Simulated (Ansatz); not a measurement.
## Cohesive energies along group 13

All numbers below come from DFT, PBE0, plane waves (420 eV) with PAW, scalar-relativistic in Ansatz 0.2.0. The PAW files were generated under PBE, with cores re-solved for the functional.

The free atom is spin-polarised, without symmetry, in a box of 14 × 14.4 × 14.8 Å, in the lowest state that the tried spin starts reached (hybrids start from one state alone); no zero-point energy, no spin-orbit coupling, no dispersion.

The hybrid is evaluated at the semilocal geometry on a coarser k-mesh, and its energy is corrected by the semilocal functional's change from that mesh to the dense one.

Rank by cohesive energy per atom, weakest first.
A. thallium (hcp)
B. boron (alpha-rhombohedral (B12))
C. indium (body-centred tetragonal)

A (1.93 eV), C (2.29 eV), B (6.21 eV).
